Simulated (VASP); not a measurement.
# TiS2 (P-3m1) in VASP: further runs

The runs below take TiS2 through relaxation of cell and atoms, with PBE+D3(BJ).

Everything below comes from runs of VASP 6.6.1. Logs are shortened: lines on timing, memory, paths and dates and some standing lists are left out, and cuts for length are marked.

## (1) The crystal as given

The structure is trigonal, space group P-3m1 (No. 164). Conventional cell: a = 3.412 Å, b = 3.412 Å, c = 5.695 Å, α = 90.00°, β = 90.00°, γ = 120.00°. Ti (site symmetry -3m) has 6 S at 2.43 Å as nearest neighbours. S (site symmetry 3m) is surrounded by 3 Ti at 2.43 Å.

## (2) Relaxation of cell and atoms, PBE+D3(BJ)

INCAR reads:

```
SYSTEM = TiS2
PREC = Accurate
ENCUT = 520
EDIFF = 1E-7
ISMEAR = 0
SIGMA = 0.02
LREAL = .FALSE.
LASPH = .TRUE.
NELM = 100
ALGO = Normal
ISIF = 3
LWAVE = .FALSE.
LCHARG = .FALSE.
GGA = PE
IVDW = 12
IBRION = 2
NSW = 80
EDIFFG = -0.002
```

KPOINTS reads:

```
regular mesh
0
G
  6 6 4
  0 0 0
```

POSCAR reads:

```
TiS2
1.0
    3.4120000000      0.0000000000      0.0000000000
   -1.7060000000      2.9548786800      0.0000000000
    0.0000000000      0.0000000000      5.6950000000
Ti S
1 2
Direct
    0.0000000000      0.0000000000      0.0000000000
    0.3333333300      0.6666666700      0.2500000000
    0.6666666700      0.3333333300      0.7500000000
```

Potentials or basis: VASP PAW PBE potentials, release 64 (Ti_sv, S).

The run is started by

```console
$ cat potpaw_PBE.64/Ti_sv/POTCAR potpaw_PBE.64/S/POTCAR > POTCAR
$ mpirun -np 1 vasp_std > vasp.out
```

OUTCAR:

```text
SYSTEM = TiS2
   PREC = Accurate
   ENCUT = 520
   EDIFF = 1E-7
   ISMEAR = 0
   LREAL = .FALSE.
   LASPH = .TRUE.
   NELM = 100
   ISIF = 3
   GGA = PE
   IVDW = 12
   IBRION = 2
   NSW = 80
   EDIFFG = -0.002
 IVDW          = 12

 ion  position               nearest neighbor table
   1  0.000  0.000  0.000-   2 2.43   3 2.43   3 2.43   2 2.43   3 2.43   2 2.43
   2  0.333  0.667  0.250-   1 2.43   1 2.43   1 2.43
   3  0.667  0.333  0.750-   1 2.43   1 2.43   1 2.43

  LATTYP: Found a hexagonal cell.
 ALAT       =     3.4120000000
 C/A-ratio  =     1.6691090270

  Lattice vectors:

 A1 = (   3.4120000000,   0.0000000000,   0.0000000000)
 A2 = (  -1.7060000000,   2.9548786800,   0.0000000000)
 A3 = (   0.0000000000,   0.0000000000,   5.6950000000)

Analysis of symmetry for initial positions (statically):
=====================================================================
 Subroutine PRICEL returns:
 Original cell was already a primitive cell.

 Routine SETGRP: Setting up the symmetry group for a
 hexagonal supercell.

 Subroutine GETGRP returns: Found 12 space group operations
 (whereof 12 operations were pure point group operations)
 out of a pool of 24 trial point group operations.

The static configuration has the point symmetry D_3d.

Analysis of symmetry for dynamics (positions and initial velocities):
=====================================================================
 Subroutine PRICEL returns:
 Original cell was already a primitive cell.

 Routine SETGRP: Setting up the symmetry group for a
 hexagonal supercell.

 Subroutine GETGRP returns: Found 12 space group operations
 (whereof 12 operations were pure point group operations)
 out of a pool of 24 trial point group operations.

The dynamic configuration has the point symmetry D_3d.

 Subroutine INISYM returns: Found 12 space group operations
 (whereof 12 operations are pure point group operations),
 and found     1 'primitive' translations

----------------------------------------------------------------------------------------

                                     Primitive cell

  volume of cell :      57.4173

  direct lattice vectors                    reciprocal lattice vectors
     3.412000000  0.000000000  0.000000000     0.293083236  0.169211685  0.000000000
    -1.706000000  2.954878680  0.000000000     0.000000000  0.338423370  0.000000000
     0.000000000  0.000000000  5.695000000     0.000000000  0.000000000  0.175592625

  length of vectors
     3.412000000  3.412000002  5.695000000     0.338423370  0.338423370  0.175592625

  position of ions in fractional coordinates (direct lattice)
     0.000000000  0.000000000  0.000000000
     0.333333330  0.666666670  0.250000000
     0.666666670  0.333333330  0.750000000

  ion indices of the primitive-cell ions
   primitive index   ion index
                 1           1
                 2           2
                 3           3

----------------------------------------------------------------------------------------

 KPOINTS: regular mesh

Automatic generation of k-mesh.
 Grid dimensions read from file:
 generate k-points for:    6    6    4

 Generating k-lattice:

  Cartesian coordinates                     Fractional coordinates (reciprocal lattice)
     0.048847206  0.028201947  0.000000000     0.166666667  0.000000000  0.000000000
     0.000000000  0.056403895  0.000000000     0.000000000  0.166666667  0.000000000
     0.000000000  0.000000000  0.043898156     0.000000000  0.000000000  0.250000000

  Length of vectors
     0.056403895  0.056403895  0.043898156

  Shift w.r.t. Gamma in fractional coordinates (k-lattice)
     0.000000000  0.000000000  0.000000000

 Subroutine IBZKPT returns following result:
 ===========================================

 Found     24 irreducible k-points:

 Following reciprocal coordinates:
            Coordinates               Weight
  0.000000  0.000000  0.000000      1.000000
  0.166667  0.000000  0.000000      6.000000
  0.333333  0.000000  0.000000      6.000000
  0.500000  0.000000  0.000000      3.000000
  0.166667  0.166667  0.000000      6.000000
  0.333333  0.166667  0.000000     12.000000
[... 16 lines left out ...]
  0.333333  0.166667  0.500000     12.000000
  0.333333  0.333333  0.500000      2.000000
   k-points           NKPTS =     24   k-points in BZ     NKDIM =     24   number of bands    NBANDS=     16
   number of dos      NEDOS =    301   number of ions     NIONS =      3
   total plane-waves  NPLWV =  32928
   dimension x,y,z NGX =    28 NGY =   28 NGZ =   42
   dimension x,y,z NGXF=    56 NGYF=   56 NGZF=   84
   ions per type =               1   2
   NGX,Y,Z   is equivalent  to a cutoff of  13.64, 13.64, 12.26 a.u.
   NGXF,Y,Z  is equivalent  to a cutoff of  27.29, 27.29, 24.52 a.u.
 SYSTEM =  TiS2
   PREC   = accura    normal or accurate (medium, high low for compatibility)
   ISTART =      0    job   : 0-new  1-cont  2-samecut
   ICHARG =      2    charge: 1-file 2-atom 10-const
   ISPIN  =      1    spin polarized calculation?
   LNONCOLLINEAR =      F non collinear calculations
   LSORBIT =      F    spin-orbit coupling
   LASPH  =      T    aspherical Exc in radial PAW
   ENCUT  =  520.0 eV  38.22 Ry    6.18 a.u.   6.34  6.34 10.59*2*pi/ulx,y,z
   NELM   =    100;   NELMIN=  2; NELMDL= -5     # of ELM steps
   EDIFF  = 0.1E-06   stopping-criterion for ELM
   LREAL  =      F    real-space projection
   EDIFFG = -.2E-02   stopping-criterion for IOM
   NSW    =     80    number of steps for IOM
   IBRION =      2    ionic relax: 0-MD 1-quasi-New 2-CG
   NFREE  =      1    steps in history (QN), initial steepest desc. (CG)
   ISIF   =      3    stress and relaxation
   ISYM   =      2    0-nonsym 1-usesym 2-fastsym
   POTIM  = 0.5000    time-step for ionic-motion
   TEBEG  =    0.0;   TEEND  =   0.0 temperature during run
   PSTRESS=    0.0 pullay stress
   NELECT =      24.0000    total number of electrons
   NUPDOWN=      -1.0000    fix difference up-down
   EMIN   =  10.00;   EMAX   =-10.00  energy-range for DOS
   EFERMI =   0.00;   METHOD = LEGACY
   ISMEAR =     0;   SIGMA  =   0.02  broadening in eV -4-tet -1-fermi 0-gaus
   EFERMI_NEDOS =   21; number of points for ismear=-14 and -15
   IALGO  =     38    algorithm
   IMIX   =      4    mixing-type and parameters
     AMIX     =   0.40;   BMIX     =  1.00
     AMIX_MAG =   1.60;   BMIX_MAG =  1.00
  volume/ion in A,a.u.               =      19.14       129.16
  Fermi-wavevector in a.u.,A,eV,Ry     =   1.224046  2.313112 20.385458  1.498289
  Thomas-Fermi vector in A             =   2.359135
   LORBIT       =      0    0 simple, 1 ext, 2 COOP (PROOUT), +10 PAW based schemes
   GGA     = PE    functional components
   LHFCALC =     F    Hartree Fock is set to
   AEXX    =    0.0000 exact exchange contribution
   IVDW    =    12    specifies the selected vdW correction
   LEPSILON=     F    determine dielectric tensor
   LRPA    =     F    only Hartree local field effects (RPA)
 conjugate gradient relaxation of ions
 non-spin polarized calculation
 Gauss-broadening in eV      SIGMA  =   0.02
  energy-cutoff  :      520.00
  volume of cell :       57.42
 maximum number of plane-waves:      1572
 NGX is ok and might be reduce to    28
   NGX = 13   NGY = 13   NGZ = 21

--------------------------------------- Ionic step        1  -------------------------------------------

 number of electron      23.9999999 magnetization

 Free energy of the ion-electron system (eV)
  ---------------------------------------------------
  ext. energy  EPLUGINS =         0.00000000
  ---------------------------------------------------
  free energy    TOTEN  =       -19.90424683 eV

  energy without entropy =      -19.90397554  energy(sigma->0) =      -19.90411118

------------------------ aborting loop because EDIFF is reached ----------------------------------------

 Edisp (eV)   -1.15187

 E8    (eV) :    -0.4668

  FORCE on cell =-STRESS in cart. coord.  units (eV):
  Direction    XX          YY          ZZ          XY          YZ          ZX
  --------------------------------------------------------------------------------------
  -------------------------------------------------------------------------------------
  Total      -1.15483    -1.15483    -0.81232    -0.00000     0.00000     0.00000
  in kB     -32.22451   -32.22451   -22.66713    -0.00000     0.00000     0.00000
  external pressure =      -29.04 kB  Pullay stress =        0.00 kB

 VOLUME and BASIS-vectors are now :
 -----------------------------------------------------------------------------
  energy-cutoff  :      520.00
  volume of cell :       57.42
      direct lattice vectors                 reciprocal lattice vectors
     3.412000000  0.000000000  0.000000000     0.293083236  0.169211685  0.000000000
    -1.706000000  2.954878680  0.000000000     0.000000000  0.338423370  0.000000000
     0.000000000  0.000000000  5.695000000     0.000000000  0.000000000  0.175592625
[... 83 lines left out ...]
 POSITION                                       TOTAL-FORCE (eV/Angst)
 -----------------------------------------------------------------------------------
      0.00000      0.00000      0.00000         0.000000      0.000000      0.000000
     -0.00000      1.95028      1.41103        -0.000000      0.000000      0.214915
      1.68900      0.97514      4.24404         0.000000     -0.000000     -0.214915
 -----------------------------------------------------------------------------------
    total drift:                                0.000000      0.000000     -0.000000

  FREE ENERGIE OF THE ION-ELECTRON SYSTEM (eV)
  ---------------------------------------------------
  free  energy   TOTEN  =       -21.0710350286 eV

  energy  without entropy=      -21.0707852075  energy(sigma->0) =      -21.07091012

[... ionic steps 4 to 22 ...]

--------------------------------------- Ionic step       23  -------------------------------------------

 number of electron      23.9999997 magnetization

------------------------ aborting loop because EDIFF is reached ----------------------------------------

 Edisp (eV)   -1.23109

 E8    (eV) :    -0.4991

  FORCE on cell =-STRESS in cart. coord.  units (eV):
  Direction    XX          YY          ZZ          XY          YZ          ZX
  --------------------------------------------------------------------------------------
  -------------------------------------------------------------------------------------
  Total      -0.02153    -0.02153     0.01836    -0.00000    -0.00000     0.00000
  in kB      -0.63969    -0.63969     0.54549    -0.00000    -0.00000     0.00000
  external pressure =       -0.24 kB  Pullay stress =        0.00 kB
[... 51 lines left out ...]
 POSITION                                       TOTAL-FORCE (eV/Angst)
 -----------------------------------------------------------------------------------
      0.00000      0.00000     -0.00000         0.000000     -0.000000      0.000000
     -0.00000      1.94287      1.42588         0.000000      0.000000     -0.000108
      1.68258      0.97144      4.07311        -0.000000     -0.000000      0.000108
 -----------------------------------------------------------------------------------
    total drift:                                0.000000      0.000000     -0.000000

  FREE ENERGIE OF THE ION-ELECTRON SYSTEM (eV)
  ---------------------------------------------------
  free  energy   TOTEN  =       -21.0824979126 eV

  energy  without entropy=      -21.0824657643  energy(sigma->0) =      -21.08248184

--------------------------------------- Ionic step       25  -------------------------------------------

 number of electron      23.9999997 magnetization

 Free energy of the ion-electron system (eV)
  ---------------------------------------------------
  ext. energy  EPLUGINS =         0.00000000
  ---------------------------------------------------
  free energy    TOTEN  =       -19.85133855 eV

  energy without entropy =      -19.85130119  energy(sigma->0) =      -19.85131987

 E-fermi :   6.2169     XC(G=0): -10.4463

 val. band max:        6.1829630168   @ k =   0.0000   0.0000   0.2500
 cond. band min:       6.2545410713   @ k =   0.0000   0.3333   0.2500
 fundamental gap:      0.0715780545
 Fermi energy:         6.2168847191

 k-point     1 :       0.0000    0.0000    0.0000
  band No.  band energies     occupation
      1     -51.4121      2.00000
      2     -27.6508      2.00000
      3     -27.5924      2.00000
      4     -27.5924      2.00000
      5      -7.8620      2.00000
      6      -5.9337      2.00000
[... 8 lines left out ...]
     15       7.0361      0.00000
     16       9.6120      0.00000
[... 461 lines left out ...]
 POSITION                                       TOTAL-FORCE (eV/Angst)
 -----------------------------------------------------------------------------------
     -0.00000     -0.00000      5.50002        -0.000000     -0.000000      0.000000
     -0.00000      1.94267      1.42611         0.000000      0.000000     -0.000687
      1.68240      0.97133      4.07391        -0.000000     -0.000000      0.000687
 -----------------------------------------------------------------------------------
    total drift:                                0.000000      0.000000      0.000000

  FREE ENERGIE OF THE ION-ELECTRON SYSTEM (eV)
  ---------------------------------------------------
  free  energy   TOTEN  =       -21.0824990487 eV

  energy  without entropy=      -21.0824616899  energy(sigma->0) =      -21.08248037

 reached required accuracy - stopping structural energy minimisation
```

It took 3 min on 1 thread of Intel Xeon 6975P-C (Granite Rapids), shared host; peak memory 0.21 GiB.

What came out:

```yaml
Free_energy: -21.0825 eV
Relaxed_volume: 17.98 Å³/atom
Relaxed_cell: a = 3.365 Å, b = 3.365 Å, c = 5.500 Å, α = 90.00°, β = 90.00°, γ = 120.00°
Space_group_after_relaxing_to_0.05_Å: P-3m1 (No. 164)
Energy_gained_by_relaxing: 8.8 meV/atom
Ionic_steps: 25
Pressure_after_relaxing: 0.0 GPa
Band_gap_on_the_k_mesh: none (metal or under the smearing width)
Dispersion_energy_per_atom: -0.410 eV
```

Step by step:
```csv
step,energy change (eV),largest force (eV/Å),pressure (GPa),volume (Å³)
1,0.0000,0.1078,-2.90,57.42
2,-0.0033,0.5180,2.65,54.58
3,-0.0149,0.2149,-0.08,55.88
4,-0.0185,0.1326,-0.09,55.58
5,-0.0205,0.0610,-0.22,55.21
6,-0.0179,0.1195,-0.40,54.49
7,-0.0209,0.0221,-0.29,55.03
8,-0.0209,0.0081,-0.30,54.98
9,-0.0219,0.0637,0.31,54.49
10,-0.0220,0.0746,0.43,54.39
11,-0.0227,0.0571,0.33,54.31
12,-0.0243,0.0043,0.06,54.07
13,-0.0248,0.1300,-0.32,53.59
14,-0.0253,0.0648,-0.13,53.82
15,-0.0260,0.0266,0.18,53.63
16,-0.0260,0.0158,0.26,53.58
17,-0.0262,0.0278,-0.01,53.72
18,-0.0262,0.0262,0.03,53.70
19,-0.0262,0.0163,0.07,53.72
20,-0.0263,0.0134,0.14,53.79
21,-0.0263,0.0107,0.12,53.83
22,-0.0264,0.0028,-0.03,53.93
23,-0.0264,0.0022,-0.02,53.93
24,-0.0264,0.0001,-0.01,53.93
25,-0.0264,0.0007,-0.01,53.93
```

Final structure:
```
Ti S
1.0
     3.36480    0.00000    0.00000
    -1.68240    2.91400    0.00000
     0.00000    0.00000    5.50002
Ti S
1 2
Cartesian
  0.0000 0.0000 5.5000
  0.0000 1.9427 1.4261
  1.6824 0.9713 4.0739
```

Caveat: pairwise dispersion overbinds metals, which lowers pressure and volume.

## (3) Relaxation of cell and atoms, PBE+D3(BJ)

This run uses another cell than the first one, of 17.98 Å³/atom, 0.939 times its volume.

INCAR is that of step 2.

KPOINTS is that of step 2.

POSCAR reads:

```
TiS2                                    
1.0
    3.3647996182     -0.0000000000     -0.0000000000
   -1.6823998091      2.9140019502      0.0000000000
   -0.0000000000     -0.0000000000      5.5000243434
  Ti              S             
     1     2
Direct
     0.0000000000000000    0.0000000000000000    1.0000000000000000
     0.3333333300000021    0.6666666699999979    0.2592915724711664
     0.6666666699999979    0.3333333300000021    0.7407084275288337
```

Potentials or basis: VASP PAW PBE potentials, release 64 (Ti_sv, S).

The run is started by

```console
$ cat potpaw_PBE.64/Ti_sv/POTCAR potpaw_PBE.64/S/POTCAR > POTCAR
$ mpirun -np 1 vasp_std > vasp.out
```

Wall time 14 s (1 thread of Intel Xeon 6975P-C (Granite Rapids), shared host); peak memory 0.18 GiB.

The run converged. Its results:

```
Free energy                : -21.0814 eV
Pressure after relaxing    : 0.0 GPa
Band gap on the k mesh     : none (metal or under the smearing width)
Dispersion energy per atom : -0.410 eV
```

Final structure:
```
Ti S
1.0
     3.36480    0.00000    0.00000
    -1.68240    2.91400    0.00000
     0.00000    0.00000    5.50002
Ti S
1 2
Cartesian
  0.0000 0.0000 0.0000
  0.0000 1.9427 1.4261
  1.6824 0.9713 4.0739
```

Levels at points of the mesh, in eV from the Fermi level:
```
           k point  band 9  band 10  band 11  band 12  band 13  band 14  band 15  band 16
(0.00, 0.00, 0.00)   -2.85     0.11     0.11     0.15     0.47     0.47     0.82     3.40
(0.50, 0.00, 0.00)   -3.09    -2.96    -2.69    -1.71     0.13     1.57     2.01     3.69
(0.00, 0.00, 0.50)   -2.78    -2.76    -0.16    -0.16     0.44     0.44     1.53     3.84
(0.50, 0.00, 0.50)   -2.96    -2.96    -1.22    -1.20    -0.19     1.57     1.98     3.29
```

Caveat: the relaxation stopped at its first step, so nothing moved; pairwise dispersion overbinds metals, which lowers pressure and volume.
